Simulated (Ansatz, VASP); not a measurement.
## Sr in VASP and in Ansatz

```
CELL_PARAMETERS angstrom
0.00000 3.01914 3.01914
3.01914 0.00000 3.01914
3.01914 3.01914 0.00000
ATOMIC_POSITIONS crystal
Sr 0.00000 0.00000 0.00000
```

Alike in both runs: task single point; functional PBE; k mesh 9 × 9 × 9; occupations methfessel-paxton of order 1, width 0.6 eV; no spin polarisation.

|  | VASP | Ansatz |
| --- | --- | --- |
| version | VASP 6.6.1 | Ansatz 0.2.0 |
| potentials or method | VASP PAW PBE potentials, release 64 (Sr_sv) | plane waves (420 eV) with PAW, scalar-relativistic |
| plane-wave cutoff (eV) | 520 | 420 |
| valence electrons in the cell | 10 | 10 |

```tsv
	VASP	Ansatz	Ansatz less VASP
pressure (GPa)	0.0	0.0	-0.01
```

The functional is the same, so the differences come from potentials, cutoffs and numerics.
